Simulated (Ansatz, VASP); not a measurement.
# Two plane-wave programs on Ti3Al

```xyz
4
Lattice="0.0000 3.3055 3.3055 3.3055 0.0000 3.3055 3.3055 3.3055 0.0000" Properties=species:S:1:pos:R:3 pbc="T T T"
Ti    4.9582    4.9582    4.9582
Ti    1.6527    1.6527    1.6527
Ti    0.0000    0.0000    0.0000
Al    3.3055    3.3055    3.3055
```

The cell comes from a database or a generator and needn't be the stable form of this composition.

Alike in both runs: task single point; functional PBEsol; dispersion D4; k mesh 6 × 6 × 6; occupations fermi-dirac, width 0.15 eV; no spin polarisation.

```csv
,VASP,Ansatz
version,VASP 6.6.1,Ansatz 0.2.0
potentials or method,"VASP PAW PBE potentials, release 64 (Ti_sv, Al)","plane waves, PAW"
plane-wave cutoff (eV),520,500
valence electrons in the cell,39,39
```

```tsv
	VASP	Ansatz	Ansatz less VASP
pressure (GPa)	-11.4	-11.4	+0.02
dispersion energy (meV/atom)	-130.8	-130.9	-0.13
```

Caveats: the PAW data sets were made with another functional, which shifts forces and pressure a little (VASP); pairwise dispersion overbinds metals, which lowers pressure and volume.
